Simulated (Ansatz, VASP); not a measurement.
Two plane-wave programs on PtSe

The input INCAR:

```
ALGO = Normal ; EDIFF = 1E-6
ENCUT = 520 ; GGA = PE
ISIF = 2 ; ISMEAR = -1
LASPH = T ; LCHARG = F
LREAL = F ; LWAVE = F
NBANDS = 15 ; NELM = 100
PREC = Accurate ; SIGMA = 0.05
```

File KPOINTS:

```
k-points
0
Gamma
  7 7 6
```

Contents of POSCAR:

```
PtSe
1.0
    3.7388890333      0.0000000000      0.0000000000
   -1.8694445116      3.2379728875      0.0000000000
    0.0000000000      0.0000000000      3.6128420300
Pt Se
1 1
Direct
    0.0000000000      0.0000000000      0.0000000000
    0.6666666667      0.3333333333      0.5000000000
```

Contents of input.yaml:

```yaml
crystal:
  lattice:
    - [3.7388890333, 0.0, 0.0]
    - [-1.8694445116, 3.2379728875, 0.0]
    - [0.0, 0.0, 3.61284203]
  atoms:
    - { symbol: Pt, position: [0.0, 0.0, 0.0] }
    - { symbol: Se, position: [0.6666666667, 0.3333333333, 0.5] }
hamiltonian:
  xc: pbe
  pseudopotentials: { kind: paw }
kpoints:
  mp_grid: { grid: [7, 7, 6] }
scf:
  occupations: { method: fermi_dirac, width: 0.05 }
output:
  forces: true
  stress: true
  eigenvalues: true
```

The cell comes from a database or a generator and needn't be the stable form of this composition.

Alike in both runs: task single point; functional PBE; k mesh 7 × 7 × 6; occupations fermi-dirac, width 0.05 eV; no spin polarisation.

|  | VASP | Ansatz |
| --- | --- | --- |
| version | VASP 6.6.1 | Ansatz 0.2.0 |
| potentials or method | VASP PAW PBE potentials, release 64 (Pt, Se) | Ansatz PAW |
| plane-wave cutoff (eV) | 520 | 420 |
| valence electrons in the cell | 16 | 34 |

Ansatz gave:

```
gap on the k mesh at the Fermi level (eV)       : none
pressure (GPa)                                  : -12.5
largest component of the traceless stress (GPa) : 3.48
```

Problem. What did VASP give for the same quantities?

Solution. gap on the k mesh at the Fermi level (eV): none; pressure (GPa): -12.6; largest component of the traceless stress (GPa): 3.50.

A gap of «none» marks a metal or a gap that the smearing closes. The functional is the same, so the differences come from potentials, cutoffs and numerics. The two sets of potentials don't hold the same shells in valence.

Spin-orbit coupling is left out, which matters for the levels of Pt.
